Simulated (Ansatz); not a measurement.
## SnO under strain — electric field gradients

The cell is an entry of the Crystallography Open Database (COD), relaxed with PBE at fixed cell and then changed (z stretched by 1 %, ions relaxed).

```
Sn O
1.0
     2.50000   -2.86000    0.00000
     2.50000    2.86000    0.00000
     0.00000    0.00000   11.23120
Sn O
4 4
Cartesian
  0.0000 0.0000 -0.1704
  0.0000 0.0000 5.4452
  2.5000 0.0007 3.0567
  2.5000 -0.0007 8.6723
  3.7499 -1.4300 4.2510
  1.2501 1.4300 9.8666
  1.2501 -1.4300 4.2510
  3.7499 1.4300 9.8666
```

Sites (sets of like atoms) are named by element and the number of their first atom in this list.

Level of theory: DFT, PBE, plane waves and PAW, scalar-relativistic, 420 eV cutoff, Γ-centred 8×8×3 k-points, Fermi–Dirac smearing 0.02 eV (Ansatz 0.2.0).

C_Q = eQV_zz/h, which is 24.18 MHz for Q = 1 b and V_zz = 10²¹ V/m²; η = (V_xx − V_yy)/V_zz.

17O: I = 5/2, Q = -25.58 mb. Nuclear quadrupole moments: year-2017 set (Pyykkö).

Q: What field gradients does the calculation give at each kind of site?

A: 

```csv
site,atoms (order as listed),first shell,V_zz (10²¹ V/m²),η,C_Q (MHz)
Sn,"1, 2, 3, 4",4 O at 2.24 Å,-18.51,0.31,–
O,"5, 6, 7, 8",4 Sn at 2.24 Å,-5.05,0.41,3.12
```

At Sn V_zz points towards the open side of its shell (within 1°).

Sn has no stable isotope with a ground-state quadrupole moment in the table, so no C_Q is given.

Without spin–orbit coupling (the program notes it for Sn) the gradients can shift somewhat, as the gap is small. The database positions were far from equilibrium, so the relaxed structure may not be the compound's real one.
